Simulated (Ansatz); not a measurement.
Runs of Ansatz 0.2.0 on TaN. The structure is cubic, space group Fm-3m (No. 225). The conventional cell has a = 4.423 Å, b = 4.423 Å, c = 4.423 Å, α = 90.00°, β = 90.00°, γ = 90.00°. Ta (site symmetry m-3m) has 6 N at 2.21 Å as nearest neighbours. N (site symmetry m-3m) is surrounded by 6 Ta at 2.21 Å. The cell comes from a database or a generator and needn't be the stable form of this composition.

| task | level | cell | cutoff (eV) | smearing | gap on the mesh (eV) | pressure (GPa) | relaxed volume (Å³/atom) |
| --- | --- | --- | --- | --- | --- | --- | --- |
| relaxation of cell and atoms | PBEsol+D3(BJ) | relaxed | - | fermi-dirac 0.05 eV | - | 0.0 | 10.26 |
| single point | PBE | as given | 355 | gaussian 0.022 eV | none | -1.2 | - |
| single point | PBE | as given | 355 | gaussian 0.011 eV | none | -1.2 | - |
| single point | PBE | as given | 355 | gaussian 0.025 eV | none | -1.2 | - |
| single point | PBE | as given | 355 | gaussian 0.019 eV | none | -1.2 | - |
| relaxation of cell and atoms | PBEsol+D4 | relaxed | - | fermi-dirac 0.05 eV | - | 0.0 | (a) |

Alike in all rows: potentials or basis all-electron LAPW, scalar-relativistic; no spin polarisation; k mesh 10 × 10 × 10; basis error allowed 0.001 eV/atom.

Task: Estimate the missing entries.

Result: (a) 10.38.

A k mesh can miss the band edges, and the runs leave out spin-orbit coupling on Ta.

A gap of «none» marks a metal or a gap under the smearing width.
